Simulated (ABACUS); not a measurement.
Runs of ABACUS 3.10.1 on GaN. Symmetry: P6_3mc, No. 186, hexagonal system. Conventional cell: a = 3.180 Å, b = 3.180 Å, c = 5.166 Å, α = 90.00°, β = 90.00°, γ = 120.00°. Ga (site symmetry 3m) is surrounded by 4 N at 1.94 to 1.95 Å. N (site symmetry 3m) is surrounded by 4 Ga at 1.94 to 1.95 Å. 

| task | level | potentials or basis | spin | cell | k mesh | cutoff (eV) | SCF threshold on the density | eigensolver | mixing share | symmetry key | max steps of the relaxation | mesh quality | gap on the mesh (eV) | pressure (GPa) | V0 of scaled cells (Å³/atom) | B0 (GPa) | largest force (eV/Å) |
| --- | --- | --- | --- | --- | --- | --- | --- | --- | --- | --- | --- | --- | --- | --- | --- | --- | --- |
| single point | PBEsol | PseudoDojo NC SR 0.4.1 PBE standard, plane waves | off | as given | 8 × 8 × 4 | 1143 | 1e-08 | dav | 0.7 | 1 | - | not flagged | 1.89 | (c) | - | - | (b) |
| relaxation of cell and atoms | PBEsol | PseudoDojo NC SR 0.4.1 PBE standard, plane waves | off | relaxed | 8 × 8 × 4 | 1143 | 1e-08 | dav | 0.7 | 1 | 60 | not flagged | 1.83 | 0.0 | - | - | - |
| equation of state | PBE | PseudoDojo NC FR 0.4 PBE stringent, DZP LCAO (the cutoffs set its grid) | SOC, no magnetisation | as given | 6 × 6 × 3 | 1551 | 1e-07 | genelpa | 0.4 | 0 | - | coarse | - | - | 11.84 | 165 | - |
| single point | PBE | PseudoDojo NC FR 0.4 PBE stringent, DZP LCAO (the cutoffs set its grid) | SOC, no magnetisation | as given | 6 × 6 × 3 | 1551 | 1e-07 | genelpa | 0.4 | 0 | - | not flagged | 2.36 | 8.3 | - | - | 0.14 |
| equation of state | PBE | PseudoDojo NC SR 0.4.1 PBE standard, plane waves | off | as given | 10 × 10 × 5 | 1143 | 1e-08 | dav | 0.7 | 1 | - | not flagged | - | - | 11.77 | 173 | - |
| single point | r2SCAN | SG15 ONCV 1.2 PBE, DZP LCAO (the cutoffs set its grid) | off | as given | 7 × 7 × 4 | 1361 | 1e-07 | genelpa | 0.7 | 1 | - | not flagged | 2.33 | 1.8 | - | - | 0.11 |
| equation of state | r2SCAN | SG15 ONCV 1.2 PBE, DZP LCAO (the cutoffs set its grid) | off | as given | 7 × 7 × 4 | 1361 | 1e-07 | scalapack_gvx | 0.7 | 1 | - | not flagged | - | - | 11.42 | (a) | - |

Alike in all rows: smearing fermi-dirac 0.05 eV.

Q: Fill in the values left out.

A: (a) 185; (b) 0.13; (c) 1.7.

Caveats: some runs use coarse meshes; the potentials were made for another functional, which shifts forces and pressure (some runs); the atomic orbitals were generated for these runs and aren't a published set (some runs); the basis of atomic orbitals isn't converged, which shifts pressures, moduli and gaps (some runs); the cell was scaled at fixed shape and fractional positions, which overstates the stiffness of a crystal with free parameters, most of all of layers and chains (some runs); there are fewer bands than atomic start orbitals, so a level may be missed at k points of high symmetry (some runs); an odd mesh through Γ misses points on the zone boundary, where band edges often lie (some runs).

A k mesh can miss the band edges, and rows without SOC leave out spin-orbit coupling on Ga.

The runs don't all hold the same shells in valence.
